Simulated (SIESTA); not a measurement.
The system is HgTe (Coloradoite).

```xyz
2
Lattice="0.0000 3.2145 3.2145 3.2145 0.0000 3.2145 3.2145 3.2145 0.0000" Properties=species:S:1:pos:R:3 pbc="T T T"
Hg    0.0000    0.0000    0.0000
Te    4.8217    4.8217    4.8217
```

Base run:

| Item | Value |
| --- | --- |
| Program | SIESTA 5.4.2 |
| Functional | vdW-DF-cx |
| Potentials or basis | PseudoDojo 0.4 standard (PBE files) |
| Basis | DZP (energy shift 0.003 Ry; two zetas on semicore shells) |
| Grid cutoff | 800 Ry |
| Energy shift | 0.003 Ry |
| k mesh | 7 × 7 × 7 |
| Occupations | fermi-dirac, width 0.05 eV |
| Spin | no spin polarisation |

Its results: band gap on the k mesh none (metal or under the smearing width); pressure 3.2 GPa.

Problem. The run is repeated on the same cell with these changes: functional from vdW-DF-cx to BLYP. What comes out?

Solution. Band gap on the k mesh none (metal or under the smearing width); pressure 8.6 GPa.

Caveats: short orbitals over semicore shells can move pressures by several GPa; the valence orbitals were made in a potential fitted to the semicore shell under them, which widens gaps by tenths of an eV or more; the potentials were made for another functional, which shifts forces and pressure; the basis of atomic orbitals isn't converged, which shifts pressures, moduli and gaps.

Not every run made on this cell is shown here.
